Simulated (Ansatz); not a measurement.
**P: P interstitial**

Level of theory: Ansatz, DFT PBE+D3(BJ), scalar-relativistic, plane waves, PAW. Run with 420 eV cutoff, 4×4×4 k-mesh, shifted by half a step, Gaussian smearing of 0.10 eV, no spin polarisation.

Host crystal, relaxed:

```yaml
crystal:
  lattice:
    - [1.66126, -5.09576, 0.00000]
    - [1.66126, 5.09576, 0.00000]
    - [0.00000, 0.00000, 4.16686]
  atoms:
    - { symbol: P, position: [0.10638, 0.89362, 0.92810] }
    - { symbol: P, position: [0.60638, 0.39362, 0.57190] }
    - { symbol: P, position: [0.89362, 0.10638, 0.07190] }
    - { symbol: P, position: [0.39362, 0.60638, 0.42810] }
```

Supercell of 16 atoms, rows in host cell vectors: 0 1 1; 0 1 -1; -2 -1 0. Atoms relax at the host's cell, keeping the symmetry that the supercell leaves at the site. The cell is small, so energies carry finite-size errors of tenths of an eV. The host is a metal. Atoms are taken from and returned to the elements' standard states.

A cell with an odd number of electrons and no spin polarisation is a metal by construction and may be lower with spin.

Defect: P interstitial set at (0.000, 0.000, 0.500) of the host cell. In charge 0 some atom moved by up to 0.8 Å, so the relaxed defect can differ in kind from the start. Before relaxation its nearest neighbours are 4 P at 2.01 Å, 2 P at 2.09 Å.

| charge | E_f at the valence band top (eV) | moment (μB) | largest move (Å) | atoms near the site |
| --- | --- | --- | --- | --- |
| 0 | 2.85 | 0.00 | 0.80 | 2 P at 2.39 Å, 2 P at 2.42 Å, 2 P at 2.63 Å, 2 P at 2.87 Å |

Cost: 2 runs of about 8.9 core-minutes in all, on Arm Neoverse V2 (shared hosts).